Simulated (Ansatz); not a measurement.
Runs of Ansatz 0.2.0 on InAs. The structure is cubic, space group F-43m (No. 216). Conventional cell: a = 6.036 Å, b = 6.036 Å, c = 6.036 Å, α = 90.00°, β = 90.00°, γ = 90.00°. Around In (site symmetry -43m) lie 4 As at 2.61 Å. As (site symmetry -43m) is surrounded by 4 In at 2.61 Å. 

```csv
task,level,potentials or basis,spin,cell,cutoff (eV),points for each segment of the path,gap on the mesh (eV),pressure (GPa)
single point,PBE,Ansatz PAW,off,as given,600,-,none,4.3
relaxation of cell and atoms,BLYP+D4,Ansatz PAW,off,relaxed,420,-,-,0.0
band structure,PBE,Ansatz PAW,"SOC, no magnetisation",as given,420,14,none,4.2
band structure,PBE,Ansatz NC,off,as given,1143,14,none,(a)
```

Alike in all rows: k mesh 8 × 8 × 8; smearing fermi-dirac 0.05 eV.

**Question.** Estimate the missing entries.

**Answer.** (a) 4.4.

Caveats: this crystal is a semiconductor, whose small gap the functional closes, so the metal is an error of the method (some runs); the plane-wave basis is chosen anew once the cell has moved, so the energies of steps on either side of that aren't comparable (some runs); the PAW data sets come from PBE, with cores solved anew for the run's functional, which leaves a small shift of forces and pressure (some runs); spin-orbit coupling is left out, which moves the levels of the heavy elements (some runs).

A k mesh can miss the band edges, and rows without SOC leave out spin-orbit coupling on As, In.

A gap of «none» marks a metal or a gap under the smearing width.
